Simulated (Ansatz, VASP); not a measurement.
## In in VASP and in Ansatz

The input INCAR:

```
ALGO = Normal ; EDIFF = 1E-6
ENCUT = 520 ; GGA = PE
ISIF = 2 ; ISMEAR = 0
LASPH = True ; LCHARG = False
LREAL = False ; LWAVE = False
NBANDS = 12 ; NELM = 100
PREC = Accurate ; SIGMA = 0.1
```

File KPOINTS:

```
k-points
0
Gamma
  16 16 16
```

POSCAR

```
In
1.0
   -1.8505560194      1.8505560194      1.8505560194
    1.8505560194     -1.8505560194      1.8505560194
    1.8505560194      1.8505560194     -1.8505560194
In
1
Direct
    0.0000000000      0.0000000000      0.0000000000
```

Input for Ansatz:

```yaml
crystal:
  lattice:
    - [-1.8505560194, 1.8505560194, 1.8505560194]
    - [1.8505560194, -1.8505560194, 1.8505560194]
    - [1.8505560194, 1.8505560194, -1.8505560194]
  atoms:
    - { symbol: In, position: [0.0, 0.0, 0.0] }
basis:
  ecutwfc: 420
kpoints:
  mp_grid: { grid: [16, 16, 16] }
hamiltonian:
  xc: pbe
scf:
  occupations: { method: gaussian, width: 0.1 }
output:
  forces: true
  stress: true
  eigenvalues: true
```

Alike in both runs: task single point; functional PBE; k mesh 16 × 16 × 16; occupations gaussian, width 0.1 eV; no spin polarisation.

```csv
,VASP,Ansatz
version,VASP 6.6.1,Ansatz 0.2.0
potentials or method,"VASP PAW PBE potentials, release 64 (In_d)","scalar-relativistic, plane waves, PAW"
plane-wave cutoff (eV),520,420
valence electrons in the cell,13,13
```

```tsv
	VASP	Ansatz	Ansatz less VASP
gap on the k mesh at the Fermi level (eV)	none	none	-
pressure (GPa)	4.0	4.1	+0.04
```

A gap of «none» marks a metal or a gap that the smearing closes.
